**PbTe: which functional should set the cell?**

Before a surface, a defect or a strained film of lead telluride is computed, someone has to choose the functional that fixes the size of the crystal. Climbing from a GGA to a meta-GGA or a hybrid looks like the safe choice, but the table supports it only in part. The GGA rows alone span 3.34 Å³/atom, about a tenth of the volume, and they lie on both sides of the measured value. Among the GGAs the volume follows two things: how the functional treats density gradients, and how hard an added dispersion term pulls the atoms together.

Equilibrium volume of PbTe (Fm-3m, 2-atom cell) from Kohn-Sham DFT in VASP, for a static lattice without spin polarization or spin-orbit coupling. Each cell was relaxed, except that the r2SCAN volume comes from a fitted equation of state. The basis column gives the plane-wave cutoff, and the measured volume is 33.739 Å³/atom at 293 K.

```
    method      rung                                    potentials   basis             k mesh            smearing  equilibrium volume (Å³/atom)  computed less measured (Å³/atom)
       PBE       GGA  VASP PAW PBE potentials, minimal, release 54  580 eV  7x7x7 2-atom cell  Fermi-Dirac 0.05eV                         35.29                             1.548
PBE-D3(BJ)       GGA          VASP PAW PBE potentials, recommended  600 eV  7x7x7 2-atom cell  Fermi-Dirac 0.05eV                         33.82                             0.084
 PBEsol-D3       GGA          VASP PAW PBE potentials, recommended  600 eV  7x7x7 2-atom cell  Fermi-Dirac 0.05eV                         32.77                            -0.969
 PBEsol-D4       GGA          VASP PAW PBE potentials, recommended  600 eV  7x7x7 2-atom cell  Fermi-Dirac 0.05eV                         32.60                            -1.136
      PW91       GGA          VASP PAW PBE potentials, recommended  600 eV  7x7x7 2-atom cell  Fermi-Dirac 0.05eV                         35.36                             1.621
   RPBE-D3       GGA          VASP PAW PBE potentials, recommended  600 eV  7x7x7 2-atom cell  Fermi-Dirac 0.05eV                         35.94                             2.203
   RPBE-D4       GGA          VASP PAW PBE potentials, recommended  600 eV  7x7x7 2-atom cell  Fermi-Dirac 0.05eV                         33.69                            -0.047
       LAK  meta-GGA          VASP PAW PBE potentials, recommended  600 eV  7x7x7 2-atom cell  Fermi-Dirac 0.05eV                         37.78                             4.039
    r2SCAN  meta-GGA          VASP PAW PBE potentials, recommended  520 eV  7x7x7 2-atom cell  Fermi-Dirac 0.05eV                         34.90                             1.165
   revTPSS  meta-GGA          VASP PAW PBE potentials, recommended  600 eV  7x7x7 2-atom cell  Fermi-Dirac 0.05eV                         34.39                             0.655
     TPSSh    hybrid          VASP PAW PBE potentials, recommended  600 eV  4x4x4 2-atom cell     gaussian 0.05eV                         34.73                             0.993
   r2SCAN0    hybrid          VASP PAW PBE potentials, recommended  600 eV  4x4x4 2-atom cell  Fermi-Dirac 0.05eV                         34.26                             0.522
```

**Without a dispersion term**

All seven rows without a dispersion correction give a crystal larger than the measured one. They include GGAs, meta-GGAs, which add the kinetic-energy density, and hybrids, which add exact exchange. Their excess runs from 0.52 Å³/atom for r2SCAN0 to 4.04 for LAK. Four of the five corrected rows are smaller than every one of these seven, and RPBE-D3 is the exception.

**Where the parent functional starts**

Two limits show how a GGA sets the size before any correction. In a perfectly uniform electron gas the density has no gradient, and PBE, PBEsol and RPBE have the same exchange energy. In well-separated atoms the gradients are stronger than in the crystal, and the three give clearly different energies. A functional that lowers the energy steeply with the gradient therefore favours atoms that stand further apart. Standard theory puts RPBE at the steep end, PBE between and PBEsol at the gentle end, so their uncorrected crystals should shrink in that order.

The corrected rows agree with this order. PBEsol-D4 has a smaller dispersion energy than PBE-D3(BJ), yet its volume is 1.22 Å³/atom smaller. RPBE-D3 has nearly the same dispersion energy as PBE-D3(BJ), yet its volume is 2.12 Å³/atom larger. The corrections fade differently at short range, so these gaps do not measure the effect of exchange alone.

**How far the correction pulls**

A weight hung on a spring is a useful simpler system: the shift is the force divided by the stiffness. Here the dispersion term supplies the force and the bulk modulus $B$ the stiffness. The likeness holds for small shifts only, because a weight stays constant whereas dispersion grows as the atoms approach.

At large distance the attraction between two atoms falls as the inverse sixth power of their separation. If the whole crystal is scaled, the volume per atom $V$ goes as the cube of that separation, so the dispersion energy per atom is $E_d=-A/V^2$, with $A$ a constant. Its slope, $2|E_d|/V$, pulls inward, while the crystal resists with $B\,\Delta V/V$. Balancing the two gives

$$\Delta V\approx-\frac{2|E_d|}{B}.$$

When one correction replaces another, $|E_d|$ becomes the gain in dispersion energy. The same gain moves a soft crystal further than a stiff one.

The change from RPBE-D3 to RPBE-D4 serves as the worked case. The dispersion energy grows by 0.36 eV/atom, and the r2SCAN run gives a modulus of 42 GPa, which is 0.26 eV/Å³. Hence

$$\Delta V\approx-\frac{2\times0.36}{0.26}\approx-2.8\ \text{Å}^3/\text{atom}.$$

The computed change is −2.25 Å³/atom. The estimate has no adjustable constant, and the two RPBE volumes enter it only through the dispersion energies, which were taken there. It is somewhat too large, and the short distances in the crystal offer a likely reason.

The opposite limit shows where the formula fails. At very short distance the D3(BJ) energy of a pair levels off to a constant, and a constant lowers the energy without pulling at all. Neighbours in PbTe, about 3.2 Å apart, lie between the two limits, so the energy overstates the pull. For PBE-D3(BJ) the formula predicts a contraction of 3.0 Å³/atom. The step from PW91, a close relative of PBE run with the same potentials, is only about half of that. The plain PBE row is a poorer starting point, because its lead potential keeps the d electrons in the core.

The good match for RPBE is therefore partly luck. D4 levels off at short distance much as D3(BJ) does, while the plain D3 of the RPBE-D3 row is switched off there, so the gain in energy is not an exact measure of the gain in pull.

**Why D4 transforms RPBE and hardly touches PBEsol**

The same switch from D3 to D4 shrinks the PBEsol crystal by only 0.17 Å³/atom, less than a tenth of the change in RPBE. D4 as such is therefore not the reason for the large step. Its energy depends on the positions of the atoms and on a few parameters adjusted to each functional. At the larger RPBE volume the same atoms should attract each other less, yet the D4 energy there is about three times that in PBEsol. The parameters make the difference: RPBE-D4 comes close to experiment because a strong attraction offsets a parent that, by the argument above, starts too large.

PBEsol shows the reverse case. Its parent should already give a compact crystal, so with even a modest attraction added it ends below the measured volume. A dispersion correction brings the cell to the right size only when its pull matches the excess of the functional to which it is added.

**The higher rungs**

A kinetic-energy density or a share of exact exchange changes the energy of the bond, but neither supplies the long-range attraction of a dispersion term. A higher rung can still help: among the rows without a dispersion term, r2SCAN, revTPSS and both hybrids lie closer to experiment than PBE and PW91. It is no guarantee, because LAK has the largest volume in the whole table and makes the meta-GGAs scatter as widely as the GGAs. Among the meta-GGAs revTPSS comes closest to experiment. The cause of LAK's excess is open. The pressure left in its run accounts for only about 0.03 Å³/atom, and r2SCAN and revTPSS share its potentials without such an excess.

The hybrid r2SCAN0 is 0.64 Å³/atom smaller than r2SCAN. Exact exchange may be responsible, since it binds electrons more tightly to their atoms. The hybrid was also run on a coarser k mesh and with a higher cutoff, however, so this pair alone cannot settle the matter. Its direct relaxation, in place of a fitted energy curve, matters little: in the r2SCAN run the pressure vanishes within 0.05 Å³/atom of the fitted minimum.

**What to use**

The measured volume belongs to a crystal at 293 K, whereas the computed ones belong to a static lattice. Cooling would shrink the real crystal by roughly 0.5 Å³/atom, a rough recalled value. Against that colder reference PBE-D3(BJ) and RPBE-D4 are too large by about as much as the two PBEsol rows are too small. Their near-perfect agreement in the table is thus no reason to rank them first. The k meshes are also coarse in all rows, and spin-orbit coupling, which is strong in lead, is left out. The effect of either on the volumes was not tested.

Judged by that rough cold reference, any of these four is a better start for a PbTe cell than the uncorrected rows, with an error of up to about 2% in volume, or under 1% in length. RPBE-D4 leans on by far the largest correction, so its success here is the least safe to carry over to another material. Where strain matters, running one PBEsol row and PBE-D3(BJ) brackets the cold crystal from both sides. The output printed below lists the distances, the errors against both references and the estimated contractions.

Printed output of the fit:

```
Distances and errors:
         row  Pb-Te distance in Å  volume error in percent  error against rough cold volume in Å³/atom
         PBE                 3.28                    4.588                                       2.048
  PBE-D3(BJ)                3.234                    0.249                                       0.584
   PBEsol-D3                  3.2                   -2.872                                      -0.469
   PBEsol-D4                3.195                   -3.367                                      -0.636
        PW91                3.282                    4.805                                       2.121
     RPBE-D3                  3.3                     6.53                                       2.703
     RPBE-D4                 3.23                  -0.1393                                       0.453
         LAK                3.355                    11.97                                       4.539
      r2SCAN                3.268                    3.453                                       1.665
     revTPSS                3.252                    1.941                                       1.155
       TPSSh                3.263                    2.943                                       1.493
     r2SCAN0                3.248                    1.547                                       1.022
Smallest error without dispersion correction in Å³/atom: 0.522
Largest error without dispersion correction in Å³/atom: 4.039
Spread of volumes among GGA rows in Å³/atom: 3.34
Spread of volumes among meta-GGA rows in Å³/atom: 3.39
Volume change RPBE-D3 to RPBE-D4 in Å³/atom: -2.25
Volume change PBEsol-D3 to PBEsol-D4 in Å³/atom: -0.17
Gain in dispersion energy RPBE-D3 to RPBE-D4 in eV/atom: 0.3627
Gain in dispersion energy PBEsol-D3 to PBEsol-D4 in eV/atom: 0.03397
Estimated volume change RPBE-D3 to RPBE-D4 in Å³/atom: -2.756
Estimated volume change PBEsol-D3 to PBEsol-D4 in Å³/atom: -0.2581
Estimated volume change from the whole D3(BJ) term in PBE in Å³/atom: -3.048
Volume change PBE to PBE-D3(BJ) with change of Pb potential in Å³/atom: -1.47
Volume change PW91 to PBE-D3(BJ) with same potentials in Å³/atom: -1.54
Volume of RPBE-D3 less PBE-D3(BJ) in Å³/atom: 2.12
Volume of PBEsol-D4 less PBE-D3(BJ) in Å³/atom: -1.22
Volume change r2SCAN to r2SCAN0 in Å³/atom: -0.64
Volume of LAK less r2SCAN in Å³/atom: 2.88
Size of volume error from LAK residual pressure in Å³/atom: 0.03457
```
